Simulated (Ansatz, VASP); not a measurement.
## SnO2: VASP beside Ansatz

The input INCAR:

```
ALGO = Normal
EDIFF = 1E-7
ENCUT = 520
GGA = PE
ISIF = 2
ISMEAR = -1
LASPH = True
LCHARG = False
LREAL = False
LWAVE = False
NELM = 80
PREC = Accurate
SIGMA = 0.05
```

The input KPOINTS:

```
k-points
0
Gamma
  9 6 5
```

File POSCAR:

```
SnO2
1.0
    3.0232700000     -0.0302327000      0.0000000000
   -0.0496468000      4.9646800000      0.0000000000
    0.0000000000      0.0000000000      5.9769600000
Sn O
1 2
Direct
    0.5000000000      0.5000000000      0.0000000000
    0.0000000000      0.5000000000      0.7757200000
    0.0000000000      0.5000000000      0.2242800000
```

input.yaml

```yaml
crystal:
  lattice:
    - [3.02327, -0.0302327, 0.0]
    - [-0.0496468, 4.96468, 0.0]
    - [0.0, 0.0, 5.97696]
  atoms:
    - { symbol: Sn, position: [0.5, 0.5, 0.0] }
    - { symbol: O, position: [0.0, 0.5, 0.77572] }
    - { symbol: O, position: [0.0, 0.5, 0.22428] }
hamiltonian:
  xc: pbe
  pseudopotentials: { kind: paw }
kpoints:
  mp_grid: { grid: [9, 6, 5] }
scf:
  occupations: { method: fermi_dirac, width: 0.05 }
output:
  forces: true
  stress: true
  eigenvalues: true
  write_density: true
  write_potential: true
  elf: true
  volumetric_format: npy
```

Change from the starting cell: strain = -0.02.

Alike in both runs: task single point; functional PBE; k mesh 9 × 6 × 5; occupations fermi-dirac, width 0.05 eV; no spin polarisation.

|  | VASP | Ansatz |
| --- | --- | --- |
| version | VASP 6.6.1 | Ansatz 0.2.0 |
| potentials or method | VASP PAW PBE potentials, release 64 (Sn_d, O) | Ansatz PAW |
| plane-wave cutoff (eV) | 520 | 420 |
| valence electrons in the cell | 26 | 26 |

|  | VASP | Ansatz | Ansatz less VASP |
| --- | --- | --- | --- |
| gap on the k mesh at the Fermi level (eV) | 1.29 | 1.31 | +0.026 |
| least direct gap on the mesh (eV) | 1.85 | 1.86 | +0.012 |
| pressure (GPa) | 0.7 | 0.5 | -0.28 |
| largest component of the traceless stress (GPa) | 0.33 | 0.05 | -0.283 |
| rms of the force components (eV/Å) | 0.044 | 0.001 | -0.0438 |

Atom by atom the forces differ by 0.045 eV/Å (rms over components).

Caveats: spin-orbit coupling is left out, which moves the levels of the heavy elements; an odd mesh through Γ misses points on the zone boundary, where band edges often lie (VASP); odd divisions of the mesh miss points on the zone boundary, where band edges often lie, so the gap on the mesh can be too wide (Ansatz); the pressure holds a Pulay correction of +0.3 GPa for the finite cutoff (Ansatz).
